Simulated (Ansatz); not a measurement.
**What moves the field gradients of Te2Mo?**

Cell of run 1: a Materials Project structure (computed, not necessarily an observed phase); its layers are parted by 13 Å of empty space, so it stands for a thin sheet, not for a bulk crystal.

```cif
data_Te2Mo
_symmetry_space_group_name_H-M 'P-3m1'
_symmetry_Int_Tables_number 164
_cell_length_a 3.5614
_cell_length_b 3.5614
_cell_length_c 38.9903
_cell_angle_alpha 90.000
_cell_angle_beta 90.000
_cell_angle_gamma 120.000
loop_
_atom_site_label
_atom_site_type_symbol
_atom_site_symmetry_multiplicity
_atom_site_Wyckoff_symbol
_atom_site_fract_x
_atom_site_fract_y
_atom_site_fract_z
Te1 Te 2 d 0.3333 0.6667 0.8599
Te2 Te 2 d 0.3333 0.6667 0.2364
Te3 Te 2 d 0.6667 0.3333 0.6718
Te4 Te 2 d 0.6667 0.3333 0.0482
Mo9 Mo 2 d 0.3333 0.6667 0.7177
Mo10 Mo 2 d 0.3333 0.6667 0.0941
```

One atom of each set is listed.

All runs are DFT with Ansatz 0.2.0 (plane waves and PAW, scalar-relativistic unless spin–orbit coupling is named, Γ-centred meshes, Fermi–Dirac smearing where given) in this cell.

Run 1: PBE, gradients read without the response of the cores, atoms as given; 420 eV, 10×10×1 k-points, smearing 0.05 eV.
Run 2: r2SCAN, gradients read without the response of the cores, atoms as given; 500 eV, 10×10×1 k-points, smearing 0.05 eV.
Run 3: PBE with spin–orbit coupling, gradients read without the response of the cores, atoms as given; 420 eV, 10×10×1 k-points, smearing 0.05 eV.

(1) What does each run give, and what moves the gradients most?

## Answers

(1) 

| run | Te1 V_zz (η) | Te2 V_zz (η) | Te3 V_zz (η) | Te4 V_zz (η) |
| --- | --- | --- | --- | --- |
| 1 | -18.69 (0.00) | -18.63 (0.00) | -19.98 (0.00) | -18.67 (0.00) |
| 2 | -18.94 (0.00) | -18.87 (0.00) | -20.1 (0.00) | -18.91 (0.00) |
| 3 | -18.35 (0.00) | -18.31 (0.00) | -19.67 (0.00) | -18.33 (0.00) |

V_zz in 10²¹ V/m²; 4 of the 6 sets of like atoms are followed. Against run 1, the gradient tensors on these sites move by at most 0.25 in run 2 (Te1), 0.33 in run 3 (Te4). Taken one at a time, spin–orbit coupling moves the tensors on these sites by up to 0.33 (largest principal value of the change, on Te4), the functional (r2SCAN with its higher cutoff) by 0.25 (Te1).
